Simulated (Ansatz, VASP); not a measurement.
**One calculation of Al, two programs**

Contents of INCAR:

```
SYSTEM = Al
PREC     = Accurate       ! precision mode
ENCUT    = 600            ! plane-wave cutoff, eV
EDIFF    = 1E-7           ! SCF threshold, eV
ISMEAR   = -1             ! smearing method
SIGMA    = 0.08           ! smearing width, eV
LREAL    = .FALSE.        ! projectors in reciprocal space
LASPH    = .TRUE.         ! aspherical terms in the spheres
NELM     = 60             ! most SCF steps
ALGO     = Normal         ! electronic algorithm
ISIF     = 3              ! what is computed and relaxed
LWAVE    = .FALSE.        ! write WAVECAR
LCHARG   = .FALSE.        ! write CHGCAR
GGA      = PE             ! functional
IBRION   = 2              ! ionic algorithm
NSW      = 60             ! ionic steps
EDIFFG   = -0.005         ! ionic threshold
```

File KPOINTS:

```
Automatic mesh
0
G
  8 8 11
  0 0 0
```

The input POSCAR:

```
Al
1.0
    4.5159990975      0.0000000000      0.0000000000
   -2.2579995487      3.9109699419      0.0000000000
    0.0000000000      0.0000000000      2.7999194404
Al
3
Direct
    0.0000000000      0.0000000000      0.0000000000
    0.3333333333      0.6666666667      0.5000000000
    0.6666666667      0.3333333333      0.5000000000
```

Input for Ansatz:

```yaml
crystal:
  lattice:
    - [4.5159990975, 0.0, 0.0]
    - [-2.2579995487, 3.9109699419, 0.0]
    - [0.0, 0.0, 2.7999194404]
  atoms:
    - { symbol: Al, position: [0.0, 0.0, 0.0] }
    - { symbol: Al, position: [0.3333333333, 0.6666666667, 0.5] }
    - { symbol: Al, position: [0.6666666667, 0.3333333333, 0.5] }
kpoints:
  mp_grid: { grid: [8, 8, 11] }
scf:
  occupations: { method: fermi_dirac, width: 0.08 }
hamiltonian:
  xc: pbe
  pseudopotentials: { kind: paw }
output:
  forces: true
  stress: true
  write_density: true
  write_potential: true
  elf: true
  volumetric_format: npy
relax:
  f_tol: 0.005
  max_steps: 40
  cell: {}
basis:
  ecutwfc: "450 eV"
```

This isn't the form of Al at room conditions, which is fcc.

Alike in both runs: task relaxation of cell and atoms; functional PBE; k mesh 8 × 8 × 11; occupations fermi-dirac, width 0.08 eV; no spin polarisation.

```csv
,VASP,Ansatz
version,VASP 6.6.1,Ansatz 0.2.0
potentials or method,"VASP PAW PBE potentials, release 64 (Al)","PAW with Ansatz's default frozen-core files, scalar-relativistic"
plane-wave cutoff (eV),600,450
valence electrons in the cell,9,9
```

Ansatz gave:

- gap on the k mesh at the Fermi level, each at its own relaxed structure (eV): none
- relaxed volume (Å³/atom): 17.20
- relaxed cell length with the largest relative difference (Å): 2.838
- energy change over the relaxation (meV/atom): -7

Q: What did VASP give for the same quantities?

A: gap on the k mesh at the Fermi level, each at its own relaxed structure (eV): none; relaxed volume (Å³/atom): 17.20; relaxed cell length with the largest relative difference (Å): 2.837; energy change over the relaxation (meV/atom): -7.

A gap of «none» marks a metal or a gap that the smearing closes.
